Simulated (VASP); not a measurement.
TiO2, 6 atoms in the cell. The structure is tetragonal, space group I4_1/amd (No. 141). Conventional cell: a = 3.803 Å, b = 3.803 Å, c = 9.706 Å, α = 90.00°, β = 90.00°, γ = 90.00°. Ti (site symmetry -4m2) is surrounded by 6 O at 1.95 to 2.00 Å. O (site symmetry 2mm) is surrounded by 3 Ti at 1.95 to 2.00 Å. 

| Quantity | Value |
| --- | --- |
| Program | VASP 6.6.1 |
| Task | relaxation of cell and atoms |
| Functional | PBE |
| Potentials or basis | VASP PAW PBE potentials, release 64 (Ti_sv, O) |
| Cutoff | 520 eV |
| k mesh | 10 × 10 × 10 |
| Occupations | gaussian, width 0.1 eV |
| Spin | no spin polarisation |
| Further INCAR settings | ALGO = Normal; EDIFF = 1e-07; IBRION = 2; POTIM = 0.3; EDIFFG = -0.005; NSW = 60; ISIF = 3 |

Potentials or basis: VASP PAW PBE potentials, release 64 (Ti_sv, O).

Command:

```console
$ cat potpaw_PBE.64/Ti_sv/POTCAR potpaw_PBE.64/O/POTCAR > POTCAR
$ mpirun -np 2 vasp_std > vasp.out
```

Hardware: 2 MPI ranks on Intel(R) Xeon(R) Platinum 8559C (Emerald Rapids), on a shared host.

**Question.** Estimate the wall time of this run.

**Answer.** Wall time 6.8 min on 2 MPI ranks on Intel(R) Xeon(R) Platinum 8559C (Emerald Rapids), on a shared host, peak memory 0.35 GiB a rank. Counts: scf iterations 22, k points 102, ion steps 2.
